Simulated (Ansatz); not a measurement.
**Sn: convergence and cost**

The task here is to estimate one member of a computed series from the others.

Method: DFT r2SCAN, scalar-relativistic, plane waves, PAW, in Ansatz 0.2.0.

## Starting point

Symmetry: I4/mmm, No. 139, tetragonal system. Conventional cell: a = 3.182 Å, b = 3.182 Å, c = 5.831 Å, α = 90.00°, β = 90.00°, γ = 90.00°. Around Sn (site symmetry 4/mmm) lie 4 Sn at 3.18 Å.

As a file:

```cif
data_structure
_symmetry_space_group_name_H-M 'I4/mmm'
_symmetry_Int_Tables_number 139
_cell_length_a 3.1815
_cell_length_b 3.1815
_cell_length_c 5.8313
_cell_angle_alpha 90.000
_cell_angle_beta 90.000
_cell_angle_gamma 90.000
_cell_volume 59.02
loop_
_atom_site_label
_atom_site_type_symbol
_atom_site_symmetry_multiplicity
_atom_site_Wyckoff_symbol
_atom_site_fract_x
_atom_site_fract_y
_atom_site_fract_z
_atom_site_occupancy
Sn1 Sn 2 a 0.00000 0.00000 0.00000 1
```

The structure comes from the Crystallography Open Database; it is used as listed.

The first run:

Input file input.yaml:

```yaml
crystal:
  lattice:
    - [-1.59075, 1.59075, 2.91565]
    - [1.59075, -1.59075, 2.91565]
    - [1.59075, 1.59075, -2.91565]
  atoms:
    - { symbol: Sn, position: [0.0, 0.0, 0.0] }
basis:
  ecutwfc: 500
kpoints:
  mp_grid: { grid: [8, 8, 8] }
hamiltonian:
  xc: r2scan
scf:
  occupations: { method: gaussian, width: 0.1 }
output:
  forces: true
  stress: true
  eigenvalues: true
```

Started as:

```console
$ ansatz run input.yaml --threads 1 --pin off --max-ram 2560MiB --backend cpu --events-out ev --progress --plain --runs-dir out
```

Among the steps run: A first look at the start; The base run; Plane-wave cutoff set to 150 eV; Plane-wave cutoff set to 200 eV; Plane-wave cutoff set to 250 eV; Plane-wave cutoff: 300 eV; Plane-wave cutoff set to 350 eV; Plane-wave cutoff set to 380 eV; Plane-wave cutoff set to 460 eV; Plane-wave cutoff set to 520 eV; Plane-wave cutoff: 600 eV; Plane-wave cutoff set to 700 eV; Plane-wave cutoff set to 850 eV.

One table of the session follows, with a row left open; its other results are not shown here.

It belongs to the step «The sweep of the plane-wave cutoff side by side». 

| cutoff (eV) | ΔE (meV/atom) | pressure (GPa) |
| --- | --- | --- |
| 150 | 41043 | -3.73 |
| 200 | 5202 | -1.52 |
| 250 | 533 | -2.10 |
| 300 | 39.6 | -2.75 |
| 350 | 6.05 | -2.79 |
| 380 | 4.28 | -2.78 |
| 460 | ? | ? |
| 500 | 1.80 | -2.79 |
| 520 | 1.76 | -2.79 |
| 600 | 1.68 | -2.79 |
| 700 | 1.31 | -2.79 |
| 850 | 0.00 | -2.79 |

Estimate the missing values for cutoff (eV) = 460.

Worked estimate for «ΔE (meV/atom)». A straight line through the neighbours (380, 4.28) and (500, 1.80) gives 4.28 + (1.80 − 4.28) × (460 − 380) / (500 − 380) = 2.63; a parabola fitted to 4 rows on both sides gives 1.89.

As computed: ΔE (meV/atom): 2.06; pressure (GPa): -2.79. In «ΔE (meV/atom)» the line misses by +0.57 and the parabola by -0.17.

Limits of these values: The energy still moves by 1.31 meV/atom between the last two values of the plane-wave cutoff, so 1 meV/atom is not shown to be reached. Warnings in the runs' records: cutoff below recommended.
